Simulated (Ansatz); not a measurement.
## Property card for VO$_{2}$

All numbers below come from DFT PBE, scalar-relativistic, plane waves, PAW (Ansatz 0.2.0).

Cutoff 420 eV; k points 8×12×8 on the computed 6-atom cell (Γ-centred); Gaussian smearing, width 0.10 eV; collinear spin from starting moments 0.92 0.92 0 0 0 0 μB.

The structure is relaxed at this level of theory with its symmetry kept.

```
CELL_PARAMETERS angstrom
4.58181 0.00000 0.07261
0.00000 2.83833 0.00000
-0.07220 0.00000 4.58432
ATOMIC_POSITIONS crystal
V 0.00000 0.00000 0.00000
V 0.50000 0.50000 0.50000
O 0.79982 0.50000 0.19981
O 0.20018 0.50000 0.80019
O 0.70019 0.00000 0.69981
O 0.29981 0.00000 0.30019
```

- Space group: P4_2/mnm (No. 136)
- Volume per atom: 9.94 Å³
- Formation energy from the elements' standard states (uncorrected): -2.342 eV/atom
- Kohn–Sham band gap: none (metal)
- Density of states at the Fermi level: 2.99 states/eV per cell
- Löwdin character within 0.5 eV of the Fermi level: V 3d 82 %, O 2p 16 %
- Bader charges (e): V (2 in the cell) 2.11, O (4 in the cell) -1.05
- Total moment: 2.00 μB per cell
- Site moments (μB; atoms counted from 1 over the whole cell): V (atom 1) 0.83, V (atom 2) 0.83, O (atom 3) -0.05, O (atom 4) -0.05, O (atom 5) -0.05, O (atom 6) -0.05

Moments started parallel, and an antiferromagnetic order may lie lower.

Only this magnetic start was tried.